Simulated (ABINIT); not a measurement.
Runs of ABINIT 10.8.3 (patched build) on Sb. It takes space group R-3m (No. 166, trigonal). The conventional cell has a = 4.308 Å, b = 4.308 Å, c = 11.274 Å, α = 90.00°, β = 90.00°, γ = 120.00°. Sb (site symmetry 3m) has 3 Sb at 2.91 Å as nearest neighbours. 

```csv
task,level,potentials or basis,cell,k mesh,cutoff (eV),share of exact exchange,most SCF steps,cell freedom (optcell),cutoff smearing ecutsm (Ha),optimiser (ionmov),mesh quality,gap on the mesh (eV),pressure (GPa),relaxed volume (Å³/atom),largest force (eV/Å)
single point,PBE0,SG15 NC PBE v1.2,as given,3 × 3 × 3,599,0.15,60,-,-,-,coarse,1.74,0.8,-,0.47
relaxation of cell and atoms,PBEsol,JTH PAW PBE v2.0,relaxed,8 × 8 × 8,435,-,-,2,0.5,22,not flagged,none,0.0,29.83,0.01
single point,PBE0,SG15 NC PBE v1.2,as given,3 × 3 × 3,599,0.25,60,-,-,-,coarse,2.04,-0.9,-,(b)
single point,PBE0,SG15 NC PBE v1.2,as given,3 × 3 × 3,599,0.35,60,-,-,-,coarse,2.35,-2.7,-,1.04
single point,PBE0,SG15 NC PBE v1.2,as given,3 × 3 × 3,599,0.05,60,-,-,-,coarse,1.44,(a),-,0.22
relaxation of cell and atoms,r2SCAN,JTH PAW PBE v2.0,relaxed,4 × 4 × 4,517,-,-,2,0.5,2,coarse,0.21,0.0,31.91,-
single point,PBE0,SG15 NC PBE v1.2,as given,3 × 3 × 3,599,0.5,60,-,-,-,coarse,2.82,-5.3,-,1.48
```

Alike in all rows: no spin polarisation; smearing fermi-dirac 0.05 eV.

Estimate the missing entries.

(a) 2.4; (b) 0.74.

Caveats: some runs use coarse meshes; spin-orbit coupling is left out, which moves the levels of the heavy elements (some runs); exact exchange is summed on a coarse mesh, which widens gaps by tenths of an eV (some runs); the potentials were made for another functional, which shifts forces and pressure (some runs); an odd mesh through Γ misses points on the zone boundary, where band edges often lie (some runs); the PAW data sets were made with another functional, which shifts forces and pressure a little (some runs).

A k mesh can miss the band edges, and the runs leave out spin-orbit coupling on Sb.

A gap of «none» marks a metal or a gap under the smearing width.
